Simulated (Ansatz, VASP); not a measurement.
Two plane-wave programs on NbH2

```
CELL_PARAMETERS angstrom
0.00000 2.28150 2.28150
2.28150 0.00000 2.28150
2.28150 2.28150 0.00000
ATOMIC_POSITIONS crystal
Nb 0.00000 0.00000 0.00000
H 0.25000 0.25000 0.25000
H 0.75000 0.75000 0.75000
```

Alike in both runs: task relaxation of cell and atoms; functional r2SCAN; k mesh 16 × 16 × 16; occupations gaussian, width 0.1 eV; no spin polarisation.

|  | VASP | Ansatz |
| --- | --- | --- |
| version | VASP 6.6.1 | Ansatz 0.2.0 |
| potentials or method | VASP PAW PBE potentials, release 64 (Nb_sv, H) | scalar-relativistic, plane waves, PAW |
| plane-wave cutoff (eV) | 600 | 500 |
| valence electrons in the cell | 15 | 15 |

```csv
,VASP,Ansatz,Ansatz less VASP
"gap on the k mesh at the Fermi level, each at its own relaxed structure (eV)",none,none,-
relaxed volume (Å³/atom),7.83,7.83,+0.008
relaxed cell length with the largest relative difference (Å),3.214,3.215,+0.0011
```

A gap of «none» marks a metal or a gap that the smearing closes.

Caveats: the PAW data sets were made with another functional, which shifts forces and pressure a little (VASP).
